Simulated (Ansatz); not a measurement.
**Hf2Si: how settings move the results**

Aim, for Hf2Si: see how the k-point mesh on the displaced cell moves the results.

Program: Ansatz 0.2.0. Level of theory: DFT r2SCAN, scalar-relativistic, plane waves, PAW. These are calculated values, not measurements.

1 further run of the same task is left out (it didn't finish).

## Step 1: The starting structure

Symmetry: I4/mcm, No. 140, tetragonal system. Conventional cell: a = 6.551 Å, b = 6.551 Å, c = 5.166 Å, α = 90.00°, β = 90.00°, γ = 90.00°. Hf (site symmetry m2m) is surrounded by 4 Si at 2.79 Å and 3 Hf at 2.90 to 3.11 Å. Si (site symmetry 422) has 2 Si at 2.58 Å and 8 Hf at 2.79 Å as nearest neighbours.

As a file:

```cif
data_structure
_symmetry_space_group_name_H-M 'P 1'
_symmetry_Int_Tables_number 1
_cell_length_a 5.3035
_cell_length_b 5.3035
_cell_length_c 5.3035
_cell_angle_alpha 103.720
_cell_angle_beta 103.720
_cell_angle_gamma 121.712
_cell_volume 110.83
loop_
_atom_site_label
_atom_site_type_symbol
_atom_site_fract_x
_atom_site_fract_y
_atom_site_fract_z
_atom_site_occupancy
Hf1 Hf 0.84351 0.65649 0.50000 1
Hf2 Hf 0.34351 0.84351 0.18703 1
Hf3 Hf 0.15649 0.34351 0.50000 1
Hf4 Hf 0.65649 0.15649 0.81297 1
Si1 Si 0.75000 0.75000 0.00000 1
Si2 Si 0.25000 0.25000 0.00000 1
```

Source of the structure: the Materials Project (structure only). It is taken as it stands there.

## Step 2: The base input

Input file input.yaml:

```yaml
crystal:
  lattice:
    - [-3.275352224, 3.275352224, 2.582823393]
    - [3.275352224, -3.275352224, 2.582823393]
    - [3.275352224, 3.275352224, -2.582823393]
  atoms:
    - { symbol: Hf, position: [0.84351362, 0.65648638, 0.5] }
    - { symbol: Hf, position: [0.34351362, 0.84351362, 0.18702724] }
    - { symbol: Hf, position: [0.15648638, 0.34351362, 0.5] }
    - { symbol: Hf, position: [0.65648638, 0.15648638, 0.81297276] }
    - { symbol: Si, position: [0.75, 0.75, 0.0] }
    - { symbol: Si, position: [0.25, 0.25, 0.0] }
basis:
  ecutwfc: 500
kpoints:
  mp_grid: { grid: [10, 10, 10] }
hamiltonian:
  xc: r2scan
scf:
  occupations: { method: gaussian, width: 0.1 }
output:
  forces: true
  stress: true
  eigenvalues: true
  populations: true
```

It was run beforehand and gave: -10702.5202 eV/atom at zero smearing, pressure 0.45 GPa, largest force 0.012 eV/Å, no gap on the mesh, in 8 SCF cycles and 95 s.

The runs on the displaced cell use a copy made earlier, with the atoms moved and the axes strained (about 1 %) at random, so that forces and shear stress do not vanish.

## Step 3: K-point mesh on the displaced cell: 1×1×1

Input file input.yaml:

```yaml
crystal:
  lattice:
    - [-3.2558375624, 3.2671089426, 2.5817996185]
    - [3.2696721442, -3.3036578502, 2.6456923626]
    - [3.228868476, 3.2766887639, -2.6281483337]
  atoms:
    - { symbol: Hf, position: [0.8375838124, 0.6477639333, 0.5011960718] }
    - { symbol: Hf, position: [0.3444512279, 0.8354640466, 0.1810520348] }
    - { symbol: Hf, position: [0.1611596586, 0.3447014338, 0.4963448871] }
    - { symbol: Hf, position: [0.6450144328, 0.1585558437, 0.8048570565] }
    - { symbol: Si, position: [0.7609973863, 0.7628270325, 0.013552697] }
    - { symbol: Si, position: [0.2570214359, 0.2521287571, -0.0085572422] }
basis:
  ecutwfc: 500
kpoints:
  mp_grid: { grid: [1, 1, 1] }
hamiltonian:
  xc: r2scan
scf:
  occupations: { method: gaussian, width: 0.1 }
output:
  forces: true
  stress: true
  eigenvalues: true
```

Command:

```console
ansatz run input.yaml --threads 1 --pin off --max-ram 2560MiB --backend cpu --events-out ev --progress --plain --runs-dir out
```

Standard output, cut to the lines that bear on the results:

```text
Warning: RAYON_NUM_THREADS=1 ignored (pool sized by the plan → 1); use --threads N
[...]
Pseudopotentials: kind: paw
Pseudopotential: Hf, paw, valence charge 26, recommended cutoff 500 eV (meta_gga), Hf.paw.azcp
Pseudopotential: Si, paw, valence charge 4, recommended cutoff 500 eV (meta_gga), Si.paw.azcp
Functional definition: r2SCAN
[...]
Crystal: 6 atoms, lattice volume = 111.142 Å³
Basis set: ecut = 500 eV, 2855 PW (Γ), exchange–correlation on 160×160×160 points (64 copies of the dense FFT grid, shifted against one another)
Bands: 68, of which v1, the nominal top of the filled ones, is band 56 counted from 1 (55 counted from 0)
Symmetry: 1 space group operations
Space group: P1 (ITA 1), of the structure as read, at distance tolerance 4.8e-5 Å
k-points: 1
[...]
SCF iter   1: F=—  HF=-64216.578688 eV  |F-HF|=—  |Δ(HF+E_count)|=         —  Δρ=2.14e-2  dr2=6.85e-1  dr2_τ=1.83e-1  ethr=1.77e-3  ⟨swp⟩=6.0  Hψ=213  notcnv=0
[...]
SCF iter   9: F=-64216.636555 eV  HF=-64216.636555 eV  |F-HF|=9.56e-9  |Δ(HF+E_count)|=   3.72e-8  Δρ=4.92e-6  dr2=2.09e-8  dr2_τ=3.54e-9  ethr=8.93e-11  ⟨swp⟩=9.0  Hψ=254  notcnv=0
[...]
SCF converged after 9 iterations
Free energy (F): -64216.636555 eV
[...]
E sigma→0 (E₀):  -64216.636555 eV
Fermi energy:    18.697398 eV
[...]
--- Forces (eV/Å), atoms counted from 1 ---
  atom   1  Hf    -1.29519838     0.94813517     0.64485089
  atom   2  Hf     1.63762382     0.78821231     0.04379536
  atom   3  Hf     1.61515779    -1.15294336    -0.16343843
  atom   4  Hf    -1.64308141     0.02644781     0.21357484
  atom   5  Si    -0.88455382    -0.54587171    -0.08636988
  atom   6  Si     0.57006549    -0.06397800    -0.65242170
[...]
--- Stress (GPa, compression-positive) ---
        1.389840       0.848024      -1.982126
        0.848023      -2.902510       3.592737
       -1.982126       3.592737      -0.320674
  P = ⅓ Tr σ = -0.6111 GPa (-6.111 kbar)
--- Band table (eV) ---
[...]
```

It took 13 s on 1 thread of Oxide Virtual Turin-like (Zen 5), shared host; peak memory 0.63 GiB.

Read-out: -10702.7728 eV/atom at zero smearing, pressure -0.61 GPa, largest force 1.991 eV/Å and a gap of 2.74 eV on the mesh.

## Step 4: K-point mesh on the displaced cell set to 2×2×2

Changes to input.yaml since step 3:

```diff
@@ -15,3 +15,3 @@
 kpoints:
-  mp_grid: { grid: [1, 1, 1] }
+  mp_grid: { grid: [2, 2, 2] }
 hamiltonian:
```

Command:

```console
ansatz run input.yaml --threads 1 --pin off --max-ram 2560MiB --backend cpu --events-out ev --progress --plain --runs-dir out
```

Standard output, cut to the lines that bear on the results:

```text
Warning: RAYON_NUM_THREADS=1 ignored (pool sized by the plan → 1); use --threads N
[...]
[... 4 set-up lines as earlier in the session ...]
[...]
Crystal: 6 atoms, lattice volume = 111.142 Å³
Basis set: ecut = 500 eV, 2855 PW (Γ), exchange–correlation on 160×160×160 points (64 copies of the dense FFT grid, shifted against one another)
Bands: 68, of which v1, the nominal top of the filled ones, is band 56 counted from 1 (55 counted from 0)
[... 2 set-up lines as earlier in the session ...]
k-points: 8
[...]
SCF iter   1: F=—  HF=-64214.622692 eV  |F-HF|=—  |Δ(HF+E_count)|=         —  Δρ=9.36e-3  dr2=7.56e-2  dr2_τ=1.08e-1  ethr=1.77e-3  ⟨swp⟩=5.4  Hψ=1823  notcnv=0  defer=1
[...]
SCF iter   9: F=-64214.668538 eV  HF=-64214.668538 eV  |F-HF|=2.50e-8  |Δ(HF+E_count)|=   1.37e-7  Δρ=4.04e-6  dr2=1.75e-8  dr2_τ=1.20e-9  ethr=8.93e-11  ⟨swp⟩=8.4  Hψ=2185  notcnv=0
[...]
SCF converged after 9 iterations
Free energy (F): -64214.668538 eV
[...]
E sigma→0 (E₀):  -64214.655976 eV
Entropy (-TS):   -0.025124 eV (-4.187 meV/atom)
Fermi energy:    18.329889 eV
[...]
--- Forces (eV/Å), atoms counted from 1 ---
  atom   1  Hf     0.27137172    -0.18589446     0.17038705
  atom   2  Hf     0.25019101    -0.61547199     0.06644411
  atom   3  Hf    -0.02157264     0.23952148     0.14997780
  atom   4  Hf    -0.36848376     1.01013390     0.21644046
  atom   5  Si    -0.56647772    -0.35215035     0.01872594
  atom   6  Si     0.43495935    -0.09615039    -0.62197210
[...]
--- Stress (GPa, compression-positive) ---
        0.462236       0.405781      -1.035422
        0.405781      -3.434156       1.896131
       -1.035422       1.896130       3.455407
  P = ⅓ Tr σ = 0.1612 GPa (1.612 kbar)
--- Band table (eV; the first three rows and the last of 8) ---
[...]
```

Run time: 17 s. Hardware: 1 thread of Oxide Virtual Turin-like (Zen 5), shared host; peak memory 0.72 GiB.

This run gives -10702.4427 eV/atom at zero smearing, pressure 0.16 GPa, largest force 1.097 eV/Å and no gap on the mesh.

## Step 5: K-point mesh on the displaced cell set to 4×4×4

Changes to input.yaml since step 4:

```diff
@@ -15,3 +15,3 @@
 kpoints:
-  mp_grid: { grid: [2, 2, 2] }
+  mp_grid: { grid: [4, 4, 4] }
 hamiltonian:
```

Command:

```console
ansatz run input.yaml --threads 1 --pin off --max-ram 2560MiB --backend cpu --events-out ev --progress --plain --runs-dir out
```

Standard output, cut to the lines that bear on the results:

```text
Warning: RAYON_NUM_THREADS=1 ignored (pool sized by the plan → 1); use --threads N
[...]
[... 4 set-up lines as earlier in the session ...]
[...]
Crystal: 6 atoms, lattice volume = 111.142 Å³
Basis set: ecut = 500 eV, 2855 PW (Γ), exchange–correlation on 160×160×160 points (64 copies of the dense FFT grid, shifted against one another)
Bands: 68, of which v1, the nominal top of the filled ones, is band 56 counted from 1 (55 counted from 0)
[... 2 set-up lines as earlier in the session ...]
k-points: 36 of 64 (time reversal used)
[...]
SCF iter   1: F=—  HF=-64214.954637 eV  |F-HF|=—  |Δ(HF+E_count)|=         —  Δρ=8.44e-3  dr2=4.93e-2  dr2_τ=1.08e-1  ethr=1.77e-3  ⟨swp⟩=5.1  Hψ=8095  notcnv=0  defer=12
[...]
SCF iter   8: F=-64215.008856 eV  HF=-64215.008856 eV  |F-HF|=3.89e-8  |Δ(HF+E_count)|=   2.18e-7  Δρ=7.65e-6  dr2=8.51e-8  dr2_τ=3.67e-9  ethr=8.93e-11  ⟨swp⟩=8.7  Hψ=12320  notcnv=0
[...]
SCF converged after 8 iterations
Free energy (F): -64215.008856 eV
[...]
E sigma→0 (E₀):  -64215.002239 eV
Entropy (-TS):   -0.013234 eV (-2.206 meV/atom)
Fermi energy:    18.178147 eV
[...]
--- Forces (eV/Å), atoms counted from 1 ---
  atom   1  Hf     0.03337179    -0.13472412     0.34105714
  atom   2  Hf     0.45040690    -0.51467792     0.04865651
  atom   3  Hf     0.21742103     0.10344954     0.01651072
  atom   4  Hf    -0.52010801     1.00272365     0.19513453
  atom   5  Si    -0.65975571    -0.41208865    -0.01097224
  atom   6  Si     0.47866632    -0.04467301    -0.59037872
[...]
--- Stress (GPa, compression-positive) ---
        3.000333       0.873912      -1.116315
        0.873912      -0.750046       2.244081
       -1.116315       2.244081      -1.276940
  P = ⅓ Tr σ = 0.3244 GPa (3.244 kbar)
--- Band table (eV; the first three rows and the last of 36) ---
[...]
```

It took 53 s on 1 thread of Oxide Virtual Turin-like (Zen 5), shared host; peak memory 0.75 GiB.

This run gives -10702.5004 eV/atom at zero smearing, pressure 0.32 GPa, largest force 1.146 eV/Å and no gap on the mesh.

## Step 6: K-point mesh on the displaced cell: 6×6×4

Changes to input.yaml since step 5:

```diff
@@ -15,3 +15,3 @@
 kpoints:
-  mp_grid: { grid: [4, 4, 4] }
+  mp_grid: { grid: [6, 6, 4] }
 hamiltonian:
```

Command:

```console
ansatz run input.yaml --threads 1 --pin off --max-ram 2560MiB --backend cpu --events-out ev --progress --plain --runs-dir out
```

Standard output, cut to the lines that bear on the results:

```text
Warning: RAYON_NUM_THREADS=1 ignored (pool sized by the plan → 1); use --threads N
[...]
[... 4 set-up lines as earlier in the session ...]
[...]
Crystal: 6 atoms, lattice volume = 111.142 Å³
Basis set: ecut = 500 eV, 2855 PW (Γ), exchange–correlation on 160×160×160 points (64 copies of the dense FFT grid, shifted against one another)
Bands: 68, of which v1, the nominal top of the filled ones, is band 56 counted from 1 (55 counted from 0)
[... 2 set-up lines as earlier in the session ...]
k-points: 76 of 144 (time reversal used)
[...]
SCF iter   1: F=—  HF=-64214.932705 eV  |F-HF|=—  |Δ(HF+E_count)|=         —  Δρ=8.38e-3  dr2=4.41e-2  dr2_τ=1.07e-1  ethr=1.77e-3  ⟨swp⟩=5.1  Hψ=17057  notcnv=0  defer=17
[...]
SCF iter   8: F=-64214.988157 eV  HF=-64214.988157 eV  |F-HF|=2.83e-8  |Δ(HF+E_count)|=   2.36e-7  Δρ=7.28e-6  dr2=7.79e-8  dr2_τ=2.41e-9  ethr=8.93e-11  ⟨swp⟩=8.2  Hψ=26381  notcnv=0
[...]
SCF converged after 8 iterations
Free energy (F): -64214.988157 eV
[...]
E sigma→0 (E₀):  -64214.982369 eV
Entropy (-TS):   -0.011576 eV (-1.929 meV/atom)
Fermi energy:    18.250151 eV
[...]
--- Forces (eV/Å), atoms counted from 1 ---
  atom   1  Hf    -0.00850773    -0.11153127     0.34807651
  atom   2  Hf     0.45497562    -0.46898393     0.06770021
  atom   3  Hf     0.26594238     0.08861249     0.00690520
  atom   4  Hf    -0.54492236     0.96242096     0.17854950
  atom   5  Si    -0.65340774    -0.42240394    -0.02742463
  atom   6  Si     0.48591828    -0.04810502    -0.57380125
[...]
--- Stress (GPa, compression-positive) ---
        3.461672       0.860891      -1.161763
        0.860890      -0.294280       2.258404
       -1.161763       2.258404      -1.798459
  P = ⅓ Tr σ = 0.4563 GPa (4.563 kbar)
--- Band table (eV; the first three rows and the last of 76) ---
[...]
```

Run time: 1.8 min. Hardware: 1 thread of Oxide Virtual Turin-like (Zen 5), shared host; peak memory 0.94 GiB.

This run gives -10702.4971 eV/atom at zero smearing, pressure 0.46 GPa, largest force 1.120 eV/Å and no gap on the mesh.

## Step 7: Summary: the k-point mesh on the displaced cell

ΔE: energy per atom at zero smearing, less that of the run at 8×8×6. Pressure is positive in compression.

| mesh | ΔE (meV/atom) | pressure (GPa) | largest change of a force component (eV/Å) | gap on the mesh (eV) | irreducible points | SCF cycles | CPU time |
| --- | --- | --- | --- | --- | --- | --- | --- |
| 1×1×1 | -276 | -0.61 | 1.334 | 2.735 | 1 | 9 | 13 s |
| 2×2×2 | 53.6 | 0.16 | 0.303 | none | 8 | 9 | 17 s |
| 4×4×4 | -4.11 | 0.32 | 0.064 | none | 36 | 8 | 53 s |
| 6×6×4 | -0.79 | 0.46 | 0.026 | none | 76 | 8 | 1.8 min |
| 8×8×6 | 0.00 | 0.43 | 0.000 | none | 196 | 8 | 4.6 min |

Times: CPU seconds on a shared machine, a rough guide.

## Step 8: What came out

```
                                                                  quantity                      value
k-point mesh on the displaced cell: within 10 and 1 meV/atom of 8×8×6 from  4×4×4 for 10; 6×6×4 for 1
```

In words: For the k-point mesh on the displaced cell, the energy stays within 1 meV/atom of the reference from 6×6×4 on, at about 0.39 of the reference's time. The reference is only the best run made, not a proven limit. The gaps on the coarsest meshes are artefacts of sampling: the crystal is a metal on the dense ones. The error changes sign along the series, since a k mesh isn't variational, and a metal needs dense meshes to resolve its Fermi surface. Forces come within 0.01 eV/Å only at the reference itself. Spin-orbit coupling is left out, which matters for the bands of Hf.
